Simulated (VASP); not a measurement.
Set up this calculation in VASP 6.6.1, as the native input.

```yaml
Task: relaxation of the atoms
Functional: PBE
Potentials_or_basis: VASP PAW PBE potentials, release 64 (Si, W_sv)
Cutoff: 520 eV
k_mesh: 3 × 3 × 3
Occupations: methfessel-paxton, width 0.1 eV
Spin: no spin polarisation
Further_INCAR_settings: ALGO = Normal; EDIFF = 1e-06; IBRION = 2; EDIFFG = -0.01; NSW = 40
```

The structure of Si35W18 (a cell with a defect) lies in POSCAR:

```
Si35W18
1.0
    9.6414000000      0.0000000000      0.0000000000
    0.0000000000      9.6414000000      0.0000000000
    0.0000000000      0.0000000000      7.8299000000
Si W
35 18
Direct
    0.3333333333      0.0000000000      0.3347000000
    0.6666666667      0.0000000000      0.3347000000
    0.0000000000      0.3333333333      0.3347000000
    0.1666666667      0.1666666667      0.8347000000
    0.3333333333      0.3333333333      0.3347000000
    0.5000000000      0.1666666667      0.8347000000
    0.6666666667      0.3333333333      0.3347000000
    0.8333333333      0.1666666667      0.8347000000
    0.0000000000      0.6666666667      0.3347000000
    0.1666666667      0.5000000000      0.8347000000
    0.3333333333      0.6666666667      0.3347000000
    0.5000000000      0.5000000000      0.8347000000
    0.6666666667      0.6666666667      0.3347000000
    0.8333333333      0.5000000000      0.8347000000
    0.1666666667      0.8333333333      0.8347000000
    0.5000000000      0.8333333333      0.8347000000
    0.8333333333      0.8333333333      0.8347000000
    0.3333333333      0.0000000000      0.6653000000
    0.6666666667      1.0000000000      0.6653000000
    0.0000000000      0.3333333333      0.6653000000
    0.1666666667      0.1666666667      0.1653000000
    0.3333333333      0.3333333333      0.6653000000
    0.5000000000      0.1666666667      0.1653000000
    0.6666666667      0.3333333333      0.6653000000
    0.8333333333      0.1666666667      0.1653000000
    1.0000000000      0.6666666667      0.6653000000
    0.1666666667      0.5000000000      0.1653000000
    0.3333333333      0.6666666667      0.6653000000
    0.5000000000      0.5000000000      0.1653000000
    0.6666666667      0.6666666667      0.6653000000
    0.8333333333      0.5000000000      0.1653000000
    0.1666666667      0.8333333333      0.1653000000
    0.5000000000      0.8333333333      0.1653000000
    0.8333333333      0.8333333333      0.1653000000
    0.0000000000      0.0000000000      0.5000000000
    0.0000000000      0.0000000000      0.0000000000
    0.3333333333      0.0000000000      0.0000000000
    0.6666666667      0.0000000000      0.0000000000
    0.0000000000      0.3333333333      0.0000000000
    0.1666666667      0.1666666667      0.5000000000
    0.3333333333      0.3333333333      0.0000000000
    0.5000000000      0.1666666667      0.5000000000
    0.6666666667      0.3333333333      0.0000000000
    0.8333333333      0.1666666667      0.5000000000
    0.0000000000      0.6666666667      0.0000000000
    0.1666666667      0.5000000000      0.5000000000
    0.3333333333      0.6666666667      0.0000000000
    0.5000000000      0.5000000000      0.5000000000
    0.6666666667      0.6666666667      0.0000000000
    0.8333333333      0.5000000000      0.5000000000
    0.1666666667      0.8333333333      0.5000000000
    0.5000000000      0.8333333333      0.5000000000
    0.8333333333      0.8333333333      0.5000000000
```

The input as run:

INCAR

```
SYSTEM = Si35W18
ALGO = Normal
EDIFF = 1E-6
EDIFFG = -0.01
ENCUT = 520
GGA = PE
IBRION = 2
ISIF = 2
ISMEAR = 1
LASPH = .TRUE.
LCHARG = .FALSE.
LREAL = .FALSE.
LWAVE = .FALSE.
NELM = 60
NSW = 40
PREC = Accurate
SIGMA = 0.1
```

KPOINTS

```
k-points
0
G
  3 3 3
  0 0 0
```

Potentials or basis: VASP PAW PBE potentials, release 64 (Si, W_sv).

Launch:

```sh
$ cat potpaw_PBE.64/Si/POTCAR potpaw_PBE.64/W_sv/POTCAR > POTCAR
$ mpirun -np 8 vasp_std > vasp.out
```

Results of the run:

| Quantity | Value |
| --- | --- |
| Energy gained by relaxing | 27.6 meV/atom |
| Ionic steps | 12 |
| Pressure after relaxing | 4.0 GPa |
| Largest force after relaxing | 0.006 eV/Å |
| Band gap on the k mesh | none (metal or under the smearing width) |

It took 31 min on 8 MPI ranks on Intel(R) Xeon(R) 6975P-C (Granite Rapids), on a shared host, peak memory 0.31 GiB a rank.
